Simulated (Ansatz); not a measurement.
KF, DFT, PBE, all-electron PAW with datasets made for the crystal, scalar-relativistic (Ansatz 0.2.0), run on 1 thread of Arm Neoverse V1 on a shared host.

The cell is COD entry 9008652, as deposited and not checked against the literature; nothing was relaxed. The listed cell was then made from it by scaling, straining or moving an atom.

Command: `ansatz run input.yaml --threads 1 --pin off --max-ram 2048MiB --backend cpu --events-out ev --progress --plain --runs-dir out`

```yaml
crystal:
  lattice:
    - [0.0, 2.6193877275, 2.6193877275]
    - [2.6193877275, 0.0, 2.6193877275]
    - [2.6193877275, 2.6193877275, 0.0]
  atoms:
    - { symbol: K, position: [0.0, 0.0, 0.0] }
    - { symbol: F, position: [0.5, 0.5, 0.5] }
kpoints:
  mp_grid: { grid: [9, 9, 9] }
scf:
  occupations: { method: fermi_dirac, width: 0.01 }
hamiltonian:
  xc: pbe
  pseudopotentials: { kind: all_electron, datasets: crystal }
output:
  forces: true
  stress: true
  eigenvalues: true
  efg: { contact_densities: true }
```

(1) How large is the problem that the program sets up?

(2) About how long does it take, and how much memory does it use?

(3) And the same cell and mesh by full-potential LAPW, asked for forces, stress, eigenvalues, on the same hardware?

Results:

(1) 35 irreducible k-points, 387 plane waves at Γ, 12 bands.

(2) 4 s of wall time for 9 SCF iterations, with a peak of 0.37 GiB. Times on shared machines scatter by tens of per cent.

(3) 5.2 s, peak memory 0.25 GiB.
